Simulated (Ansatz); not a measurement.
# Y2COS MXene monolayer in a perpendicular field, part 3 of 4

What dipole does a perpendicular field induce in the Y2COS MXene monolayer? A positive field points along +c.

Ansatz 0.2.0; plane-wave DFT, PBEsol-D3(BJ), Ansatz PAW (the session's first sound run).

So far. Step 6 (Atoms held, field 0.5 V/Å): The dipole is 0.295 e·Å, 0.209 e·Å from its value without field. Step 7 (Single point, field -0.3 V/Å): The dipole is -0.0394 e·Å, -0.125 e·Å from its value without field.

### 8. Response, atoms held

This step: plane-wave DFT, PBEsol-D3(BJ), Ansatz PAW; response to a field along the normal, atoms held (Ansatz 0.2.0).

The dipoles give the slope, and the difference of two potentials shows where the field is screened.

This step gave:

* equivalent conductor thickness p/(ε₀AE): 6.875 Å
* distance between the outer atoms: 5.442 Å

Table of dipole of the cell by applied field:

```
applied field (V/Å)  dipole of the cell (e·Å)
             -0.300                   -0.0394
             -0.100                    0.0442
              0.000                    0.0860
              0.100                     0.128
              0.500                     0.295
```

Local field over the applied field, running mean. From the potentials at -0.1 and 0.1 V/Å; running mean over 2.5 Å. Table of local field over applied field by z:

```
z (Å)  local field over applied field
  4.5                           1.000
  5.0                           0.998
  5.5                           0.994
  6.0                           0.981
  6.5                           0.942
  7.0                           0.851
  7.5                           0.699
  8.0                           0.520
  8.5                           0.334
  9.0                           0.168
  9.5                          0.0584
 10.0                          0.0123
 10.5                        -0.00226
 11.0                         0.00565
 11.5                          0.0352
 12.0                          0.0737
 12.5                           0.100
 13.0                           0.119
 13.5                           0.153
 14.0                           0.210
 14.5                           0.308
 15.0                           0.454
 15.5                           0.624
 16.0                           0.778
 16.5                           0.896
 17.0                           0.960
 17.5                           0.986
 18.0                           0.995
 18.5                           0.999
 19.0                           1.000
```

Electrons, planar mean, per unit field. Induced electron density against z:

z (Å), induced electron density (e/Å³ per V/Å) and a bar from the least value:
```
     4.10    0.00000 ##############
     4.54    0.00000 ##############
     4.98    0.00001 ##############
     5.27    0.00001 ##############
     5.71    0.00004 ##############
     6.15    0.00011 ###############
     6.59    0.00032 ###############
     7.03    0.00085 ##################
     7.33    0.00153 #####################
     7.77    0.00304 ###########################
     8.20    0.00378 ##############################
     8.64    0.00202 #######################
     9.08    0.00085 ##################
     9.52    0.00073 #################
     9.82    0.00022 ###############
    10.26   -0.00031 #############
    10.70   -0.00019 #############
    11.13    0.00004 ##############
    11.57   -0.00010 ##############
    11.87   -0.00063 ###########
    12.31   -0.00084 ###########
    12.75   -0.00098 ##########
    13.19    0.00051 ################
    13.63    0.00096 ##################
    13.92    0.00010 ###############
    14.36   -0.00186 ######
    14.80   -0.00207 #####
    15.24   -0.00336 
    15.68   -0.00228 #####
    16.12   -0.00111 #########
    16.41   -0.00063 ###########
    16.85   -0.00026 #############
    17.29   -0.00010 ##############
    17.73   -0.00004 ##############
    18.17   -0.00001 ##############
    18.46   -0.00001 ##############
    18.90    0.00000 ##############
    19.34    0.00000 ##############
```

By hand: between -0.1 and 0.1 V/Å the dipole changes by 0.08354 e·Å, a slope of 0.4177 e·Å²/V. A perfect conductor of thickness t has p = ε₀AEt, so t = 180.95 × 0.4177 / 10.994 = 6.88 Å (e/ε₀ = 180.95 V·Å, A in Å²).

The induced dipole is that of a conductor 6.88 Å thick.

### 9. Same geometry, cutoff 420 eV, functional LDA

This step: plane-wave DFT, LDA, Ansatz PAW (Ansatz 0.2.0).

The geometry is kept and the functional is LDA; other changes against the main runs: SCF threshold 1.0e-10 → 1.0e-09 eV, k-mesh 18×18×1 → 6×6×1 and no dispersion term, which doesn't act on the electrons.

File input.yaml:

```yaml
crystal:
  lattice:
    - [3.5629269695, 0.0, 0.0]
    - [-1.7814634847, 3.0855852674, 0.0]
    - [0.0, 0.0, 23.4415356541]
  atoms:
    - { symbol: S, position: [0.3333333333, 0.6666666667, 0.3839338912] }
    - { symbol: "Y", position: [0.6666666667, 0.3333333333, 0.4537880957] }
    - { symbol: C, position: [0.0, 0.0, 0.511255055] }
    - { symbol: "Y", position: [0.3333333333, 0.6666666667, 0.5865128412] }
    - { symbol: O, position: [0.6666666667, 0.3333333333, 0.6160661088] }
kpoints:
  mp_grid: { grid: [6, 6, 1] }
hamiltonian:
  xc: lda
scf:
  occupations: { method: fermi_dirac, width: 0.05 }
  convergence: { dr2_threshold: 1.0e-09 }
efield:
  axis: 3
  dipole_correction: true
  ramp_position: 0.9534
  ramp_width: 0.0999
  amplitude: 0.1
output:
  write_potential: true
  write_density: true
  volumetric_format: npy
```

Command:

```bash
ansatz run input.yaml --threads 4 --pin off --max-ram 6144MiB --backend cpu --events-out ev --progress --plain --runs-dir out
```

Numbers of over 12 decimals in the logs are rounded to 6 here.

What it wrote:

```text
[...]
Crystal: 5 atoms, lattice volume = 257.710 Å³
Basis set: ecut = 420 eV, 4957 PW (Γ)
Bands: 24, of which v1, the nominal top of the filled ones, is band 19 counted from 1 (18 counted from 0)
Symmetry: 6 space group operations
[...]
k-points: 7 of 36 (time reversal used)
[...]
SCF iter   1: F=—  HF=-9166.985038 eV  |F-HF|=—  |Δ(HF+E_count)|=         —  Δρ=7.15e-2  dr2=3.96e1  ethr=3.10e-3  p=0.047 e·Å  D=3.30e-2 V/Å  ΔV_dip=-0.77 eV  dr2_dipole=4.47e0  V_vac-E_F(+/−)=10.23/8.96 eV  ⟨swp⟩=8.1  Hψ=961  notcnv=0
[...]
SCF iter  16: F=-9162.542458 eV  HF=-9162.542458 eV  |F-HF|=2.55e-11  |Δ(HF+E_count)|=  4.27e-10  Δρ=1.83e-7  dr2=1.25e-10  ethr=2.63e-12  p=0.122 e·Å  D=8.55e-2 V/Å  ΔV_dip=-2.00 eV  dr2_dipole=2.89e-12  V_vac-E_F(+/−)=6.35/6.31 eV  ⟨swp⟩=6.6  Hψ=657  notcnv=0
SCF 1 converged in 16 iterations: F = -9162.542458 eV  dr2 = 1.25e-10
[...]
SCF converged after 16 iterations
Free energy (F): -9162.542458 eV
[...]
Internal energy: -9162.500099 eV  (E = F + TS)
E sigma→0 (E₀):  -9162.521279 eV
Entropy (-TS):   -0.042359 eV (-8.472 meV/atom)
Fermi energy:    -1.460066 eV
Dipole field:    D = 0.085509 V/Å  (p = 0.121781 e·Å, saw-weighted, corrected)
Work function:   not extracted (applied field tilts the vacuum); planar V_es + V_field profile in the machine report
[...]
--- Band table (eV; the first three rows and the last of 7) ---
  k-point 0: bands = [... 15 lower, -2.1628, -2.1628, -1.4853, -0.4092, -0.4092, 2.4590, 2.7907, 2.7907, ... 1 higher]
  k-point 1: bands = [... 15 lower, -2.7055, -2.1128, -1.6694, -1.0439, -0.8157, 2.0889, 3.0378, 3.2473, ... 1 higher]
  k-point 2: bands = [... 15 lower, -3.2976, -2.2318, -2.2211, -1.4996, -1.1205, 1.4191, 3.3208, 3.7749, ... 1 higher]
  k-point 6: bands = [... 15 lower, -3.2215, -2.8238, -2.5654, -2.0958, -1.7177, 2.5153, 3.5517, 3.6794, ... 1 higher]
```

Wall time 1.9 s (4 threads of Intel Xeon Platinum 8488C (Sapphire Rapids), shared host); peak memory 0.53 GiB; 6.3 s of CPU time.

This step gave:

| Quantity | Value |
| --- | --- |
| energy at zero smearing | -9162.5213 eV |
| dipole along the normal | 0.1218 e·Å |

The dipole is 0.122 e·Å.

### 10. Same geometry, cutoff 420 eV, functional LDA (run 2)

The same run in the opposite field.

input.yaml: that of step 9 with these lines changed.

```diff
@@ -23,3 +23,3 @@
   ramp_width: 0.0999
-  amplitude: 0.1
+  amplitude: -0.1
 output:
```

What it wrote:

```text
[...]
Crystal: 5 atoms, lattice volume = 257.710 Å³
Basis set: ecut = 420 eV, 4957 PW (Γ)
Bands: 24, of which v1, the nominal top of the filled ones, is band 19 counted from 1 (18 counted from 0)
Symmetry: 6 space group operations
[...]
k-points: 7 of 36 (time reversal used)
[...]
k-point 0: bands = [... 15 lower, -2.1108, -2.1108, -1.4366, -0.3580, -0.3580, 2.4651, 2.8335, 2.8335, ... 1 higher]
  k-point 1: bands = [... 15 lower, -2.6629, -2.0603, -1.6206, -0.9933, -0.7653, 2.1261, 3.0489, 3.1053, ... 1 higher]
  k-point 2: bands = [... 15 lower, -3.2414, -2.1817, -2.1785, -1.4505, -1.0707, 1.4612, 3.3207, 3.7099, ... 1 higher]
  k-point 6: bands = [... 15 lower, -3.1797, -2.7818, -2.4982, -2.0550, -1.6805, 2.5197, 3.5592, 3.7247, ... 1 higher]
[key lines of the parts left out:]
SCF converged after 17 iterations
Free energy (F): -9162.526492 eV
Fermi energy:    -1.414819 eV
Dipole field:    D = 0.026600 V/Å  (p = 0.037884 e·Å, saw-weighted, corrected)
```

The job ended after 1.7 s (4 threads; peak memory 0.54 GiB).

The dipole is 0.0379 e·Å.

### 11. Response at this level

This step: plane-wave DFT, LDA, Ansatz PAW; response to a field along the normal, atoms held (Ansatz 0.2.0).

The two signs of the field give the slope at this level.

Numbers from this step:

- equivalent conductor thickness p/(ε₀AE): 6.905 Å

The induced dipole is that of a conductor 6.90 Å thick.

### 12. Same geometry, cutoff 420 eV, functional PBE

This step: plane-wave DFT, PBE, Ansatz PAW (Ansatz 0.2.0).

The geometry is kept and the functional is PBE; other changes against the main runs: SCF threshold 1.0e-10 → 1.0e-09 eV, k-mesh 18×18×1 → 6×6×1 and no dispersion term, which doesn't act on the electrons.

input.yaml: that of step 10 with these lines changed.

```diff
@@ -14,3 +14,3 @@
 hamiltonian:
-  xc: lda
+  xc: pbe
 scf:
@@ -23,3 +23,3 @@
   ramp_width: 0.0999
-  amplitude: -0.1
+  amplitude: 0.1
 output:
```

What it wrote:

```text
[...]
Crystal: 5 atoms, lattice volume = 257.710 Å³
Basis set: ecut = 420 eV, 4957 PW (Γ)
Bands: 24, of which v1, the nominal top of the filled ones, is band 19 counted from 1 (18 counted from 0)
Symmetry: 6 space group operations
[...]
k-points: 7 of 36 (time reversal used)
[...]
k-point 0: bands = [... 15 lower, -1.8886, -1.8886, -1.2043, -0.1510, -0.1510, 2.8199, 3.1598, 3.1598, ... 1 higher]
  k-point 1: bands = [... 15 lower, -2.4215, -1.8420, -1.3894, -0.7769, -0.5465, 2.4569, 3.3967, 3.4997, ... 1 higher]
  k-point 2: bands = [... 15 lower, -3.0122, -1.9590, -1.9477, -1.2301, -0.8526, 1.7841, 3.6950, 4.1196, ... 1 higher]
  k-point 6: bands = [... 15 lower, -2.9158, -2.5518, -2.3048, -1.8194, -1.4457, 2.9121, 3.8962, 4.0413, ... 1 higher]
[key lines of the parts left out:]
SCF converged after 15 iterations
Free energy (F): -9421.389343 eV
Fermi energy:    -1.188811 eV
Dipole field:    D = 0.092857 V/Å  (p = 0.132246 e·Å, saw-weighted, corrected)
```

The job ended after 1.7 s (4 threads; peak memory 0.55 GiB; 5.9 s of CPU time).

The dipole is 0.132 e·Å.

### 13. Same geometry, cutoff 420 eV, functional PBE (run 2)

The same run in the opposite field.

input.yaml: that of step 12 with these lines changed.

```diff
@@ -23,3 +23,3 @@
   ramp_width: 0.0999
-  amplitude: 0.1
+  amplitude: -0.1
 output:
```

What it wrote:

```text
[...]
Crystal: 5 atoms, lattice volume = 257.710 Å³
Basis set: ecut = 420 eV, 4957 PW (Γ)
Bands: 24, of which v1, the nominal top of the filled ones, is band 19 counted from 1 (18 counted from 0)
Symmetry: 6 space group operations
[...]
k-points: 7 of 36 (time reversal used)
[...]
k-point 0: bands = [... 15 lower, -1.8370, -1.8370, -1.1563, -0.1004, -0.1004, 2.7884, 3.0831, 3.2019, ... 1 higher]
  k-point 1: bands = [... 15 lower, -2.3794, -1.7899, -1.3411, -0.7268, -0.4966, 2.4931, 3.2741, 3.4424, ... 1 higher]
  k-point 2: bands = [... 15 lower, -2.9568, -1.9088, -1.9061, -1.1816, -0.8033, 1.8256, 3.6883, 4.0437, ... 1 higher]
  k-point 6: bands = [... 15 lower, -2.8741, -2.5105, -2.2377, -1.7791, -1.4092, 2.9159, 3.9065, 4.0858, ... 1 higher]
[key lines of the parts left out:]
SCF converged after 15 iterations
Free energy (F): -9421.371273 eV
Fermi energy:    -1.144129 eV
Dipole field:    D = 0.034021 V/Å  (p = 0.048453 e·Å, saw-weighted, corrected)
```

Elapsed: 1.9 s, on 4 threads; peak memory 0.55 GiB; 6.5 s of CPU time.

The dipole is 0.0485 e·Å.

### 14. Response at this level

This step: plane-wave DFT, PBE, Ansatz PAW; response to a field along the normal, atoms held (Ansatz 0.2.0).

The induced dipole is that of a conductor 6.90 Å thick.

### 15. Same geometry, cutoff 500 eV, functional r2SCAN

This step: plane-wave DFT, r2SCAN, Ansatz PAW (Ansatz 0.2.0).

The geometry is kept and the functional is r2SCAN; other changes against the main runs: SCF threshold 1.0e-10 → 1.0e-09 eV, cutoff 420 → 500, k-mesh 18×18×1 → 6×6×1 and no dispersion term, which doesn't act on the electrons.

input.yaml: that of step 13 with these lines changed.

```diff
@@ -14,3 +14,3 @@
 hamiltonian:
-  xc: pbe
+  xc: r2scan
 scf:
@@ -23,3 +23,3 @@
   ramp_width: 0.0999
-  amplitude: -0.1
+  amplitude: 0.1
 output:
```

What it wrote:

```text
[...]
Crystal: 5 atoms, lattice volume = 257.710 Å³
Basis set: ecut = 500 eV, 6625 PW (Γ), exchange–correlation on 108×108×720 points (64 copies of the dense FFT grid, shifted against one another)
Bands: 24, of which v1, the nominal top of the filled ones, is band 19 counted from 1 (18 counted from 0)
Symmetry: 6 space group operations
[...]
k-point 0: bands = [... 15 lower, -2.1355, -2.1355, -1.4159, -0.3405, -0.3405, 3.0359, 3.3579, 3.3579, ... 1 higher]
  k-point 1: bands = [... 15 lower, -2.6759, -2.0939, -1.5890, -0.9870, -0.7371, 2.6458, 3.6112, 3.8313, ... 1 higher]
  k-point 2: bands = [... 15 lower, -3.2837, -2.2166, -2.1943, -1.4551, -1.0592, 1.9451, 3.9378, 4.3992, ... 1 higher]
  k-point 6: bands = [... 15 lower, -3.1855, -2.8166, -2.5748, -2.0587, -1.6761, 3.1136, 4.1290, 4.2830, ... 1 higher]
[key lines of the parts left out:]
SCF converged after 13 iterations
Free energy (F): -9449.734115 eV
Fermi energy:    -1.409442 eV
Dipole field:    D = 0.097411 V/Å  (p = 0.138733 e·Å, saw-weighted, corrected)
```

Run time: 4.2 s. Hardware: 4 threads; peak memory 0.98 GiB.

The dipole is 0.139 e·Å.

### 16. Same geometry, cutoff 500 eV, functional r2SCAN (run 2)

The same run in the opposite field.

input.yaml: that of step 15 with these lines changed.

```diff
@@ -23,3 +23,3 @@
   ramp_width: 0.0999
-  amplitude: 0.1
+  amplitude: -0.1
 output:
```

What it wrote:

```text
[...]
Crystal: 5 atoms, lattice volume = 257.710 Å³
Basis set: ecut = 500 eV, 6625 PW (Γ), exchange–correlation on 108×108×720 points (64 copies of the dense FFT grid, shifted against one another)
Bands: 24, of which v1, the nominal top of the filled ones, is band 19 counted from 1 (18 counted from 0)
Symmetry: 6 space group operations
[...]
k-point 0: bands = [... 15 lower, -2.0805, -2.0805, -1.3645, -0.2866, -0.2866, 3.0355, 3.3472, 3.4029, ... 1 higher]
  k-point 1: bands = [... 15 lower, -2.6307, -2.0384, -1.5372, -0.9336, -0.6839, 2.6847, 3.5904, 3.6559, ... 1 higher]
  k-point 2: bands = [... 15 lower, -3.2244, -2.1603, -2.1520, -1.4032, -1.0067, 1.9895, 3.9323, 4.3221, ... 1 higher]
  k-point 6: bands = [... 15 lower, -3.1388, -2.7716, -2.5031, -2.0154, -1.6366, 3.1164, 4.1401, 4.3307, ... 1 higher]
[key lines of the parts left out:]
SCF converged after 13 iterations
Free energy (F): -9449.714665 eV
Fermi energy:    -1.361544 eV
Dipole field:    D = 0.039156 V/Å  (p = 0.055765 e·Å, saw-weighted, corrected)
```

Wall time 3.9 s (4 threads); peak memory 0.99 GiB; 14 s of CPU time.

The dipole is 0.0558 e·Å.

### 17. Response at this level

This step: plane-wave DFT, r2SCAN, Ansatz PAW; response to a field along the normal, atoms held (Ansatz 0.2.0).

The induced dipole is that of a conductor 6.83 Å thick.

### 18. Same geometry, cutoff 420 eV, functional HSE06

This step: plane-wave DFT, HSE06, Ansatz PAW (Ansatz 0.2.0).

The geometry is kept and the functional is HSE06; other changes against the main runs: SCF threshold 1.0e-10 → 1.0e-09 eV, k-mesh 18×18×1 → 6×6×1 and no dispersion term, which doesn't act on the electrons.

input.yaml: that of step 16 with these lines changed.

```diff
@@ -14,3 +14,3 @@
 hamiltonian:
-  xc: r2scan
+  xc: hse06
 scf:
@@ -23,3 +23,3 @@
   ramp_width: 0.0999
-  amplitude: -0.1
+  amplitude: 0.1
 output:
```

What it wrote:

```text
[...]
Crystal: 5 atoms, lattice volume = 257.710 Å³
Basis set: ecut = 420 eV, 4957 PW (Γ)
Bands: 24, of which v1, the nominal top of the filled ones, is band 19 counted from 1 (18 counted from 0)
Symmetry: 6 space group operations
[...]
k-points: 7 of 36 (time reversal used)
[...]
k-point 0: bands = [... 15 lower, -2.4572, -2.4572, -1.6308, -0.3977, -0.3977, 3.2127]
  k-point 1: bands = [... 15 lower, -3.1628, -2.4159, -1.8627, -1.1541, -0.8405, 2.8489]
  k-point 2: bands = [... 15 lower, -3.8137, -2.7066, -2.5534, -1.7712, -1.2273, 2.0842]
  k-point 6: bands = [... 15 lower, -3.7207, -3.3754, -3.0006, -2.5748, -2.0574, 3.4062]
  guard bands above this table: 3 of the run's 24 bands. The solve was not asked for them (output.publish_guard_bands: true or output.eigenvalues: true publishes all)
[key lines of the parts left out:]
Free energy (F): -9426.158592 eV
Fermi energy:    -1.712441 eV
Dipole field:    D = 0.095143 V/Å  (p = 0.135502 e·Å, saw-weighted, corrected)
```

Elapsed: 23 s, on 4 threads; peak memory 3.4 GiB; 84 s of CPU time.

The dipole is 0.136 e·Å.

### 19. Same geometry, cutoff 420 eV, functional HSE06 (run 2)

The same run in the opposite field.

input.yaml: that of step 18 with these lines changed.

```diff
@@ -23,3 +23,3 @@
   ramp_width: 0.0999
-  amplitude: 0.1
+  amplitude: -0.1
 output:
```

What it wrote:

```text
[...]
Crystal: 5 atoms, lattice volume = 257.710 Å³
Basis set: ecut = 420 eV, 4957 PW (Γ)
Bands: 24, of which v1, the nominal top of the filled ones, is band 19 counted from 1 (18 counted from 0)
Symmetry: 6 space group operations
[...]
k-points: 7 of 36 (time reversal used)
[...]
--- Band table (eV; the first three rows and the last of 7) ---
  k-point 0: bands = [... 15 lower, -2.3979, -2.3979, -1.5676, -0.3393, -0.3393, 3.1056]
  k-point 1: bands = [... 15 lower, -3.1119, -2.3563, -1.8053, -1.0911, -0.7832, 2.8917]
  k-point 2: bands = [... 15 lower, -3.7483, -2.6592, -2.4932, -1.7092, -1.1714, 2.1340]
  k-point 6: bands = [... 15 lower, -3.6680, -3.3232, -2.9239, -2.5224, -2.0163, 3.4118]
[...]
[key lines of the parts left out:]
Free energy (F): -9426.139752 eV
Fermi energy:    -1.658843 eV
Dipole field:    D = 0.037155 V/Å  (p = 0.052916 e·Å, saw-weighted, corrected)
```

Wall time 25 s (4 threads); peak memory 3.4 GiB; 91 s of CPU time.

The dipole is 0.0529 e·Å.

### 20. The series together

Times are for 4 threads of Intel Xeon Platinum 8488C (Sapphire Rapids), shared host. The runs compared:

```
no.  functional     field  dipole along the normal (e·Å)   time  memory (GiB)
  1         lda   0.1 V/Å                         0.1218  1.9 s          0.53
  2         lda  -0.1 V/Å                        0.03788  1.7 s          0.54
  3         pbe   0.1 V/Å                         0.1322  1.7 s          0.55
  4         pbe  -0.1 V/Å                        0.04845  1.9 s          0.55
  5      r2scan   0.1 V/Å                         0.1387  4.2 s          0.98
  6      r2scan  -0.1 V/Å                        0.05577  3.9 s          0.99
  7       hse06   0.1 V/Å                         0.1355   23 s           3.4
  8       hse06  -0.1 V/Å                        0.05292   25 s           3.4
```

### 21. Response at this level

This step: plane-wave DFT, HSE06, Ansatz PAW; response to a field along the normal, atoms held (Ansatz 0.2.0).

The induced dipole is that of a conductor 6.80 Å thick.

(Continued in part 4 of 4.)

[Logs are printed without paths, hosts, clocks, repeated set-up lines and the standing remarks that a program may print on its own settings, such as how far it seeks lower states.]

[Hosts, paths, dates, database ids (printed as entryN), source tags and the programs' standing remarks are cut or masked in the printed files.]

[Maps of the electrostatic potential energy from Ansatz leave out the sawtooth potential of an applied field or a dipole correction, so their vacuum need not be flat; planar profiles and work functions include it.]
